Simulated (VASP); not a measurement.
A run of VASP 6.6.1 is set up as follows.

The input INCAR:

```
SYSTEM = Ti
ALGO = Fast ; EDIFF = 1E-6
ENCUT = 520 ; GGA = CA
ISIF = 2 ; ISMEAR = 0
LASPH = .True. ; LCHARG = .True.
LELF = .True. ; LREAL = .False.
LVHAR = .True. ; LWAVE = .False.
NBANDS = 12 ; NELM = 100
PREC = Accurate ; SIGMA = 0.15
```

File KPOINTS:

```
k-points
0
Gamma
  20 20 20
  0 0 0
```

File POSCAR:

```
Ti
1.0
    0.0000000000      2.0300000000      1.8777500000
    2.0300000000      0.0000000000      1.8777500000
    2.0300000000      2.0300000000      0.0000000000
Ti
1
Direct
    0.0000000000      0.0000000000      0.0000000000
```

Potentials or basis: VASP PAW LDA potentials, release 64 (Ti_sv).

Command:

```console
$ cat potpaw_LDA.64/Ti_sv/POTCAR > POTCAR
$ mpirun -np 1 vasp_std > vasp.out
```

What does it give for the pressure?

4.2 GPa.

Predict the band gap on the k mesh.

none (metal or under the smearing width).

Stress tensor (GPa, compression positive):
```
3.42 0.00 0.00
0.00 3.42 0.00
0.00 0.00 5.73
```
